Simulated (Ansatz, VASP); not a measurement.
PbO2 in VASP and in Ansatz

```
Pb O
1.0
     0.00000    2.70199    2.70199
     2.70199    0.00000    2.70199
     2.70199    2.70199    0.00000
Pb O
1 2
Direct
  0.00000 0.00000 0.00000
  0.25000 0.25000 0.25000
  0.75000 0.75000 0.75000
```

Alike in both runs: task single point; functional revPBE; dispersion D3(BJ); k mesh 4 × 4 × 4; occupations gaussian, width 0.1 eV; no spin polarisation.

```csv
,VASP,Ansatz
version,VASP 6.6.1,Ansatz 0.2.0
potentials or method,"VASP PAW PBE potentials, release 64 (Pb_d, O)","scalar-relativistic, plane waves, PAW"
plane-wave cutoff (eV),520,420
valence electrons in the cell,26,26
```

```csv
,VASP,Ansatz,Ansatz less VASP
gap on the k mesh at the Fermi level (eV),none,none,-
pressure (GPa),-2.4,-2.6,-0.19
```

A gap of «none» marks a metal or a gap that the smearing closes.

Caveats: the k mesh is coarse (spacing up to 0.50 Å⁻¹), so the values aren't converged; the PAW data sets were made with another functional, which shifts forces and pressure a little (VASP); pairwise dispersion overbinds metals, which lowers pressure and volume. Spin-orbit coupling is left out, which matters for the levels of Pb.
